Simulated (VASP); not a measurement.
A run of VASP 6.6.1 is set up as follows.

INCAR

```
PREC     = Accurate       # precision mode
ENCUT    = 600            # plane-wave cutoff, eV
EDIFF    = 1E-6           # SCF threshold, eV
ISMEAR   = -1             # smearing method
SIGMA    = 0.05           # smearing width, eV
LREAL    = False          # projectors in reciprocal space
LASPH    = True           # aspherical terms in the spheres
NELM     = 60             # most SCF steps
ALGO     = Fast           # electronic algorithm
ISIF     = 3              # what is computed and relaxed
LWAVE    = False          # write WAVECAR
LCHARG   = False          # write CHGCAR
GGA      = B5             # functional
ALDAX    = 1.0          
AGGAX    = 1.0          
AGGAC    = 1.0          
ALDAC    = 0.0          
IBRION   = 2              # ionic algorithm
NSW      = 40             # ionic steps
EDIFFG   = -0.005         # ionic threshold
```

The input KPOINTS:

```
Automatic mesh
0
Gamma
  7 7 4
```

The input POSCAR:

```
CdS
1.0
    4.1500000000      0.0000000000      0.0000000000
   -2.0750000000      3.5940054257      0.0000000000
    0.0000000000      0.0000000000      6.7370000000
Cd S
2 2
Direct
    0.6666666667      0.3333333333      0.5000000000
    0.3333333333      0.6666666667      0.0000000000
    0.6666666667      0.3333333333      0.8750000000
    0.3333333333      0.6666666667      0.3750000000
```

Potentials or basis: VASP PAW PBE potentials, release 64 (Cd, S).

Command:

```console
$ cat potpaw_PBE.64/Cd/POTCAR potpaw_PBE.64/S/POTCAR > POTCAR
$ mpirun -np 1 vasp_std > vasp.out
```

Q: Estimate the band gap on the k mesh.

A: 0.90 eV, direct.

Q: Estimate the relaxed volume.

A: 27.68 Å³/atom.

Q: Estimate the space group after relaxing (to 0.05 Å).

A: P6_3mc (No. 186).

Q: What does it give for the relaxed cell?

A: a = 4.279 Å, b = 4.279 Å, c = 6.983 Å, α = 90.00°, β = 90.00°, γ = 120.00°.

Final structure:
```yaml
crystal:
  lattice:
    - [4.27929, 0.00000, 0.00000]
    - [-2.13964, 3.70597, 0.00000]
    - [0.00000, 0.00000, 6.98270]
  atoms:
    - { symbol: Cd, position: [0.66667, 0.33333, 0.49957] }
    - { symbol: Cd, position: [0.33333, 0.66667, 0.99957] }
    - { symbol: S, position: [0.66667, 0.33333, 0.87543] }
    - { symbol: S, position: [0.33333, 0.66667, 0.37543] }
```

Caveat: the PAW data sets were made with another functional, which shifts forces and pressure a little; the volume moved by +10 % from the deposited cell, more than functionals usually miss. Zero-point motion and thermal expansion aren't in these numbers.
